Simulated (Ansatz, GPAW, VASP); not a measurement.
## Ru: 3 runs at one level of theory

```
Ru
1.0
     2.70580    0.00000    0.00000
    -1.35290    2.34329    0.00000
     0.00000    0.00000    4.28190
Ru
2
Direct
  0.66667 0.33333 0.75000
  0.33333 0.66667 0.25000
```

Alike in all runs: task single point; functional PBE; k mesh 11 × 11 × 6; occupations gaussian, width 0.013 eV; no spin polarisation; no spin-orbit coupling. Pressure is positive in compression and, in plane waves, holds the error of the finite cutoff.

```csv
program and potentials,plane-wave cutoff (eV),notes,pressure (GPa)
"Ansatz, all-electron LAPW, scalar-relativistic",-,-,4.44
"GPAW, GPAW PAW data sets (gpaw-data 1.2.1)",600,16 valence electrons an atom on average,3.57
"VASP, PBE PAW files Ru_pv, 520 eV",520,14 valence electrons an atom on average,4.46
```

The pressure spans 3.57 (GPAW, GPAW PAW data sets (gpaw-data 1.2.1)) to 4.46 GPa (VASP, PBE PAW files Ru_pv, 520 eV), with all-electron results at 4.44.

Differences between rows come from potentials, basis sets and numerical settings, since the functional is the same but for its coding. Runs on potential files found faulty are left out.

All three runs put hcp ruthenium under compression at this cell, so PBE would favour a somewhat larger volume. The cell is close to the measured one, and the sign fits the known tendency of PBE to underbind the late 4d metals slightly. Ruthenium is also very stiff, because its roughly half-filled d band occupies mainly bonding states. A pressure of several GPa therefore corresponds to only a small error in the lattice parameters.

VASP at 4.46 GPa practically coincides with the all-electron value of 4.44 GPa, while GPAW is lower at 3.57 GPa. A larger valence space does not by itself bring the pressure closer to the all-electron result, since the GPAW set treats more electrons explicitly than the VASP one. The offset probably reflects the construction of the data set or residual basis-set stress, and given the stiffness it would shift the equilibrium volume only slightly. A single scalar pressure does not show how the expansion would divide between the basal plane and the c axis.
